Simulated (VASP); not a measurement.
## BAs (F-43m): a series in a change of volume

How do the elastic response and the band edges of BAs follow a change of volume?

Calculated with VASP 6.6.1; LDA; plane waves and PAW (B, As), in the first sound run; inputs show where later runs differ.

Most raw output is cut from this account.

**1. Set-up**

It takes space group F-43m (No. 216, cubic). Conventional cell: a = 4.777 Å, b = 4.777 Å, c = 4.777 Å, α = 90.00°, β = 90.00°, γ = 90.00°. B has 4 As at 2.07 Å nearest. Nearest to As lie 4 B at 2.07 Å. Farther neighbours are not listed.

As a file:

```xyz
2
Lattice="0.0000 2.3885 2.3885 2.3885 0.0000 2.3885 2.3885 2.3885 0.0000" Properties=species:S:1:pos:R:3 pbc="T T T"
B     0.0000    0.0000    0.0000
As    1.1943    1.1943    1.1943
```

**2. Relax the crystal, LDA**

The series starts from the cell that this level prefers, so that zero strain is near zero stress.

This step took 2 runs in a row; the last is shown.

Level: LDA; plane waves and PAW (B, As).

The input, INCAR:

```
SYSTEM = BAs
PREC = Accurate
ENCUT = 480
EDIFF = 1E-07
NELM = 120
ISMEAR = 0
SIGMA = 0.02
LREAL = .FALSE.
ALGO = Normal
GGA = CA
NBANDS = 10
LASPH = .TRUE.
LORBIT = 11
LWAVE = .FALSE.
LCHARG = .FALSE.
KPAR = 12
IBRION = 2
NSW = 40
ISIF = 3
EDIFFG = -0.005
POTIM = 0.4
```

The input, POSCAR:

```
BAs
1.0
    0.0000000000      2.3711864423      2.3711864423
    2.3711864423      0.0000000000      2.3711864423
    2.3711864423      2.3711864423      0.0000000000
B As
1 1
Direct
    0.0000000000      0.0000000000      0.0000000000
    0.2500000000      0.2500000000      0.2500000000
```

The input, KPOINTS:

```
Automatic mesh
0
Gamma
11 11 11
0 0 0
```

The projector-augmented-wave data sets are B and As (LDA family, release 64).

Launch:

```
> mpirun -np 12 vasp_std
```

Wall time 5.2 s (12 MPI ranks of AMD EPYC 7R43, shared host); peak memory 1.2 GiB.

Numbers from this step:

| Item | Value |
| --- | --- |
| energy(sigma→0) of the program | -12.9263 eV |
| stress, compression positive | xx, yy, zz 0.00, 0.00, 0.00 GPa |
| volume | 26.664 Å³ |
| ionic steps | 1 |

**3. Relax at fixed volume, LDA**

One member in full: the volume is scaled by 0.985, and the cell is held.

Level: LDA; plane waves and PAW (B, As).

Edit INCAR of step 2 so:

```diff
@@ -15,7 +15,8 @@
 LCHARG = .FALSE.
-KPAR = 12
+KPAR = 3
 IBRION = 2
 NSW = 40
-ISIF = 3
-EDIFFG = -0.005
+ISIF = 2
+EDIFFG = -0.004
 POTIM = 0.4
+MAXMIX = 40
```

The input, POSCAR:

```
BAs
1.0
    0.0000000000      2.3592707314      2.3592707314
    2.3592707314      0.0000000000      2.3592707314
    2.3592707314      2.3592707314      0.0000000000
B As
1 1
Direct
    0.0000000000      0.0000000000      0.0000000000
    0.2500000000      0.2500000000      0.2500000000
```

KPOINTS is that of step 2.

Launch:

```
> mpirun -np 3 vasp_std
```

The job ended after 7.4 s (3 MPI ranks; peak memory 0.29 GiB).

Numbers from this step:

```
energy(sigma→0) of the program : -12.9234 eV
stress, compression positive   : xx, yy, zz 2.30, 2.30, 2.30 GPa
ionic steps                    : 1
```

**4. Band edges, TB-mBJ with spin-orbit coupling**

Short lines in KPOINTS_OPT sample the zone centre, for masses, and the other valleys.

Level: TB-mBJ, spin-orbit coupling; plane waves and PAW (B, As).

TB-mBJ has no energy functional, so the total energy, stress and pressure in this output mean nothing.

The input, INCAR:

```
SYSTEM = BAs
PREC = Accurate
ENCUT = 480
EDIFF = 1E-06
NELM = 150
ISMEAR = 0
SIGMA = 0.02
LREAL = .FALSE.
ALGO = Normal
METAGGA = MBJ
LASPH = .TRUE.
LNONCOLLINEAR = .TRUE.
MAGMOM = 0 0 0 0 0 0
NBANDS = 18
GGA_COMPAT = .FALSE.
LSORBIT = .TRUE.
LWAVE = .FALSE.
LCHARG = .FALSE.
KPAR = 3
```

POSCAR is that of step 3.

The input, KPOINTS:

```
Automatic mesh
0
Gamma
9 9 9
0 0 0
```

The input, KPOINTS_OPT:

```
Line mode
6
Line-mode
Reciprocal
  0.00000000   0.00000000   0.00000000
  0.01877448   0.01877448   0.00000000

  0.00000000   0.00000000   0.00000000
  0.00000000  -0.01877448  -0.01877448

  0.31000000   0.31000000   0.00000000
  0.50000000   0.50000000   0.00000000

  0.00000000   0.31000000   0.31000000
  0.00000000   0.50000000   0.50000000

  0.45000000   0.45000000   0.45000000
  0.50000000   0.50000000   0.50000000

  0.45000000   0.00000000   0.00000000
  0.50000000   0.00000000   0.00000000

  0.42500000   0.42500000   0.00000000
  0.42500000   0.44377448   0.01877448

  0.50000000   0.50000000   0.50000000
  0.48672444   0.51327556   0.50000000
```

Launch:

```
> mpirun -np 3 vasp_ncl
```

Elapsed: 2.4 min, on 3 MPI ranks; peak memory 0.65 GiB; 6.9 min of CPU time.

**5. Band edges, r2SCAN with spin-orbit coupling**

Level: r2SCAN, spin-orbit coupling; plane waves and PAW (B, As).

Edit INCAR of step 4 so:

```diff
@@ -4,3 +4,3 @@
 EDIFF = 1E-06
-NELM = 150
+NELM = 100
 ISMEAR = 0
@@ -9,3 +9,3 @@
 ALGO = Normal
-METAGGA = MBJ
+METAGGA = R2SCAN
 LASPH = .TRUE.
```

POSCAR is that of step 4.

KPOINTS is that of step 4.

KPOINTS_OPT is that of step 4.

Launch:

```
> mpirun -np 3 vasp_ncl
```

Elapsed: 4.7 min, on 3 MPI ranks; peak memory 0.63 GiB.

Read from the output:

* energy(sigma→0) of the program: -170.3795 eV
* stress, compression positive: xx, yy, zz 6.05, 6.05, 6.05 GPa

The run ends at a pressure of 6.05 GPa.

**6. The whole series**

Runs beyond LDA use the data sets made with LDA; this shifts their levels slightly, and their total energies have another zero (at TB-mBJ, which has no energy functional, they mean nothing).

The other members went through these steps as far as the tables show, with the same cutoff and, step by step, the same mesh; 25 runs are not shown. The session took 3.3 core hours (wall time by ranks) on a shared machine.

```
volume over the relaxed volume  volume (Å³/atom)  pressure (GPa)  energy above the unstrained row (meV/atom)  gap on the mesh, LDA (eV)
                         0.940            12.532          10.355                                      24.713                      1.085
                         0.955            12.732           7.463                                      13.573                      1.098
                         0.970            12.932           4.783                                       5.908                      1.111
                         0.985            13.132           2.301                                       1.461                      1.124
                             1            13.332           0.001                                       0.000                      1.136
                         1.015            13.532          -2.129                                       1.306                      1.148
                         1.030            13.732          -4.103                                       5.166                      1.159
                         1.045            13.932          -5.930                                      11.398                      1.171
                         1.060            14.132          -7.622                                      19.827                      1.182
```

A cubic of the pressure in ln(V/V₀) through all rows has the slope −B at V₀: B = 148 GPa, and its curvature gives B′ = 4.1.

Band edges at TB-mBJ with spin-orbit coupling, counted from the valence-band top at Γ, spin-orbit pairs averaged, with one row partly withheld:

```
volume over the relaxed volume  gap (eV)  conduction band at Γ (eV)  Δ or X valley along z (eV)  lowest conduction level at L, [111] (eV)  second valence level below the top (eV)  third valence level below the top (eV)
                         0.940     1.585                      3.688                       1.578                                     3.662                                    0.000                                   0.200
                         0.955         ?                      3.670                           ?                                     3.570                                    0.000                                   0.201
                         0.970     1.628                      3.654                       1.623                                     3.480                                    0.000                                   0.203
                         0.985     1.649                      3.638                       1.645                                     3.393                                    0.000                                   0.204
                             1     1.669                      3.622                       1.665                                     3.309                                    0.000                                   0.205
                         1.015     1.689                      3.607                       1.685                                     3.227                                    0.000                                   0.206
                         1.030     1.707                      3.592                       1.704                                     3.147                                    0.000                                   0.206
                         1.045     1.725                      3.578                       1.723                                     3.069                                    0.000                                   0.207
                         1.060     1.743                      3.565                       1.741                                     2.993                                    0.000                                   0.208
```

Band edges at r2SCAN with spin-orbit coupling, counted from the valence-band top at Γ, spin-orbit pairs averaged:

```
volume over the relaxed volume  gap (eV)  conduction band at Γ (eV)  Δ or X valley along z (eV)  lowest conduction level at L, [111] (eV)  second valence level below the top (eV)  third valence level below the top (eV)
                         0.940     1.222                      3.333                       1.216                                     3.426                                    0.000                                   0.209
                         0.955     1.239                      3.315                       1.234                                     3.323                                    0.000                                   0.210
                         0.970     1.256                      3.298                       1.252                                     3.223                                    0.000                                   0.212
                         0.985     1.272                      3.282                       1.268                                     3.125                                    0.000                                   0.213
                             1     1.288                      3.267                       1.284                                     3.030                                    0.000                                   0.215
                         1.015     1.303                      3.252                       1.300                                     2.938                                    0.000                                   0.216
                         1.030     1.318                      3.237                       1.315                                     2.849                                    0.000                                   0.217
                         1.045     1.332                      3.223                       1.330                                     2.761                                    0.000                                   0.218
                         1.060     1.346                      3.210                       1.344                                     2.676                                    0.000                                   0.219
```

**7. A fit to the known rows**

The quantity to fit is the Δ or X valley above the valence top at TB-mBJ with spin-orbit coupling: 1.578, 1.623, 1.645, 1.665, 1.685, 1.704, 1.723, 1.741 eV in the rows shown.

Fitting a parabola to the 8 known rows (u: logarithm of the volume ratio) gives E = − 0.9064 u² + 1.353 u + 1.665 in eV; the residuals are 8.7e-5 eV r.m.s.

At u = -0.04604 this predicts 1.6009 eV.

**8. The withheld row**

The calculation gives 1.6009 eV, so the prediction is right to the last digit shown.

**9. Summary of results**

```
bulk modulus                                                                          : 148 GPa
gap of the unstrained cell, TB-mBJ with spin-orbit coupling                           : 1.67 eV
gap of the unstrained cell, r2SCAN with spin-orbit coupling                           : 1.29 eV
dE/d ln V of the Δ or X valley above the valence top, TB-mBJ with spin-orbit coupling : 1.35 eV
error of the predicted row                                                            : 0.0 meV
```

What this shows: At TB-mBJ with spin-orbit coupling the lowest conduction valley is Δ or X throughout, and the gap runs between 1.59 and 1.74 eV. At r2SCAN with spin-orbit coupling the lowest conduction valley is Δ or X throughout, and the gap runs between 1.22 and 1.35 eV. Hole masses are left out throughout, since the top bands are degenerate or cross in many series; of conduction masses, those of the Γ, L and (for Si and Ge under (001) strain) Δ valleys are kept where they change by under an eighth between rows. A measured gap of unstrained BAs is 4.12 eV (arxiv:1911.04914, direct gap from square of absorption coefficient, average of two samples, so it belongs beside the lowest direct gap, not the least one, 300 K); the static gaps here belong to the lattice relaxed at LDA. TB-mBJ is a potential fitted for gaps; it has no energy functional, so its total energies and forces mean nothing, and its bands tend to come out too narrow. r2SCAN opens gaps somewhat over GGA but leaves them below measured values as a rule. Δ or X levels are the lowest on their line, refined by a parabola unless they lie at X; the gap is read from all points sampled and can differ from the lowest valley by some meV, or by tens of meV where strain moves the valence top off Γ. Temperature, zero-point motion and excitons are left out.

[Lines on the potential files, build, host, timing and source positions are cut from VASP's logs without a mark.]

[Logs are printed without paths, hosts, clocks, repeated set-up lines and the standing remarks that a program may print on its own settings, such as how far it seeks lower states.]

[Hosts, paths, dates, database ids (printed as entryN), source tags and the programs' standing remarks are cut or masked in the printed files.]

[In band tables of VASP the shares of atoms and orbitals are scaled to a sum of 1 inside the atoms' spheres.]
